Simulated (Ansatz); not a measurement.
# Two Ansatz runs on TaC

The cell comes from COD entry 1010654, which wasn't checked; take it as a given geometry. It is an old determination, and later ones may differ. The listed cell was then made from it by scaling, straining or moving an atom.

First run: DFT, PBE, all-electron LAPW, scalar-relativistic (Ansatz 0.2.0).

Command: `ansatz run input.yaml --threads 1 --pin off --max-ram 2048MiB --backend cpu --events-out ev --progress --plain --runs-dir out` The run took about 76 s on 1 thread of a shared machine.

```yaml
crystal:
  lattice:
    - [0.0, 2.1776199197, 2.1776199197]
    - [2.1776199197, 0.0, 2.1776199197]
    - [2.1776199197, 2.1776199197, 0.0]
  atoms:
    - { symbol: Ta, position: [0.0, 0.0, 0.0] }
    - { symbol: C, position: [0.5, 0.5, 0.5] }
kpoints:
  mp_grid: { grid: [13, 13, 13] }
scf:
  occupations: { method: fermi_dirac, width: 0.05 }
hamiltonian:
  xc: pbe
  pseudopotentials: { kind: all_electron, lapw: { basis_error: 0.001 } }
output:
  forces: true
  stress: true
relax:
  f_tol: 0.005
  max_steps: 80
  cell: {}
```

Result: converged; relaxed volume 11.205 Å³/atom; 31 SCF iterations in all.

Spin polarisation is left out, and whether a magnetic state lies lower isn't shown here.

Spin–orbit coupling is left out, though it moves levels of the heavy atoms by tenths of an eV or more.

The input is then changed:

```diff
@@ -8,7 +8,8 @@
     - { symbol: C, position: [0.5, 0.5, 0.5] }
 kpoints:
-  mp_grid: { grid: [13, 13, 13] }
+  mp_grid: { grid: [6, 6, 6] }
 scf:
   occupations: { method: fermi_dirac, width: 0.05 }
+  mixing: { algorithm: msr1, beta: 0.7 }
 hamiltonian:
   xc: pbe
```

Q: Predict the outcome of the changed run.

A: It converged; energy at zero smearing +6.5 meV/atom from the first run; relaxed volume 11.201 Å³/atom; 33 SCF iterations in all. Some of these settings are too coarse for converged properties.
